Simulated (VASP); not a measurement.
# BN: relaxation of cell and atoms with PBEsol

Crystal: BN.

```xyz
4
Lattice="2.4982 0.0000 0.0000 -1.2491 2.1635 0.0000 0.0000 0.0000 6.6357" Properties=species:S:1:pos:R:3 pbc="T T T"
B     0.0000    1.4424    1.6589
B     1.2491    0.7212    4.9768
N     0.0000    1.4424    4.9768
N     1.2491    0.7212    1.6589
```

| Property | Result |
| --- | --- |
| Program | VASP 6.6.1 |
| Task | relaxation of cell and atoms |
| Functional | PBEsol |
| Potentials or basis | VASP PAW PBE potentials, release 64 (B, N) |
| Cutoff | 520 eV |
| k mesh | 15 × 15 × 6 |
| Occupations | gaussian, width 0.02 eV |
| Spin | no spin polarisation |
| Further INCAR settings | ALGO = Normal; EDIFF = 1e-07; IBRION = 2; EDIFFG = -0.002; NSW = 80; ISIF = 3 |

| Property | Result |
| --- | --- |
| Relaxed volume | 9.34 Å³/atom |
| Relaxed cell | a = 2.506 Å, b = 2.506 Å, c = 6.871 Å, α = 90.00°, β = 90.00°, γ = 120.00° |
| Space group after relaxing (to 0.05 Å) | P6_3/mmc (No. 194) |
| Energy gained by relaxing | 1.3 meV/atom |
| Ionic steps | 8 |
| Pressure after relaxing | 0.0 GPa |
| Band gap on the k mesh | 4.26 eV, indirect (least direct gap 4.58 eV) |

The path:
| step | energy change (eV) | largest force (eV/Å) | pressure (GPa) | volume (Å³) |
| --- | --- | --- | --- | --- |
| 1 | 0.0000 | 0.0000 | 2.46 | 35.87 |
| 2 | 0.0056 | 0.0000 | -3.85 | 36.58 |
| 3 | -0.0023 | 0.0000 | 0.18 | 36.12 |
| 4 | -0.0026 | 0.0000 | 0.17 | 36.18 |
| 5 | -0.0034 | 0.0000 | 0.14 | 36.38 |
| 6 | -0.0046 | 0.0000 | 0.07 | 36.78 |
| 7 | -0.0051 | 0.0000 | -0.04 | 37.57 |
| 8 | -0.0052 | 0.0000 | -0.02 | 37.36 |

Final structure:
```
B N
1.0
     2.50563    0.00000    0.00000
    -1.25282    2.16994    0.00000
     0.00000    0.00000    6.87079
B N
2 2
Direct
  0.33333 0.66667 0.25000
  0.66667 0.33333 0.75000
  0.33333 0.66667 0.75000
  0.66667 0.33333 0.25000
```

Levels at points of the mesh, in eV from the valence-band top:
```
           k point  band 4  band 5  band 6  band 7  band 8  band 9  band 10  band 11  band 12
(0.00, 0.00, 0.00)   -4.30   -1.31   -1.31   -1.28   -1.28    4.86     9.76    11.50    11.50
(0.00, 0.00, 0.50)   -5.32   -1.30   -1.30   -1.30   -1.30    7.08     7.08    11.55    11.55
```

It took 91 s on 1 thread of Intel(R) Xeon(R) 6975P-C (Granite Rapids), with other jobs on the host, peak memory 0.17 GiB.

Caveat: the PAW data sets were made with another functional, which shifts forces and pressure a little; an odd mesh through Γ misses points on the zone boundary, where band edges often lie; this functional lacks dispersion, which binds the layers, so the pressure and a relaxed spacing across them are unreliable.
